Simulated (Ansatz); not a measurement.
## PbS, space group Cmcm: a comparison of functionals at one structure, step by step

Program: the Ansatz DFT code, driven from Python.

`pbs.extxyz`
```text
4
Lattice="2.07995269 -5.99129686 0.0 2.07995269 5.99129686 0.0 0.0 0.0 4.27932094" Properties=species:S:1:pos:R:3 pbc="T T T"
Pb    2.07995269   -4.42680929    3.20949070
Pb    2.07995269    4.42680929    1.06983023
S     2.07995269   -1.73990748    3.20949070
S     2.07995269    1.73990748    1.06983023
```

The cells in order, each with its output:

In [1]:
```python
import csv

import ansatz as az
```

In [2]:
```python
crystal = az.Crystal.from_extxyz("pbs.extxyz")
```

In [3]:
```python
crystal.resolved().sites[-1]
```
Out [3]:
```text
Site(symbol='S', position=(0.3547970897906735, 0.6452029102093265, 0.24999999883159033), moment=None, axis=None, held=None, saved=None)
```

In [4]:
```python
setup = (
    crystal.calculation()
    .basis(24 * az.Ha)
    .kpoints(mesh=(6, 6, 6), center="gamma")
    .pseudopotentials("paw")
    .occupations("fixed")
    .band_table()
)

rows = []
for value in ["r2scan", "lda", "blyp"]:
    r = setup.functional(value).run(threads=1, backend="cpu").report
    rows.append((value, r["free_energy_ev"] / len(r["lattice"]["sites"]), r["n_iterations"], r["gap_by_band_count_ev"], r["n_kpoints"]))
```

In [5]:
```python
with open("xc.csv", "w", newline="") as handle:
    writer = csv.writer(handle)
    writer.writerow(["functional", "F/atom (eV)", "iterations", "gap by band count (eV)", "k-points"])
    writer.writerows([round(v, 5) if isinstance(v, float) else v for v in row] for row in rows)
print(open("xc.csv").read())
```
```text
functional,F/atom (eV),iterations,gap by band count (eV),k-points
r2scan,-6413.98087,6,1.48071,52
lda,-6236.42082,6,1.08661,52
blyp,-6421.16834,6,1.27424,52
```

Caveats:
- Spin-orbit coupling, left out here, can change this gap by several tenths of an eV, and inverted bands can meet off the mesh.
- The structure comes from a database of computed cells and needn't be a stable or known phase.
- Gaps and levels are Kohn-Sham values on a finite set of k-points, without spin-orbit coupling.
- Total energies of different functionals can't be compared; pressures, moments and gaps at this one structure can.
- Run time: 38 s on 1 thread of Arm Neoverse V2 (shared host), peak memory 0.88 GiB.
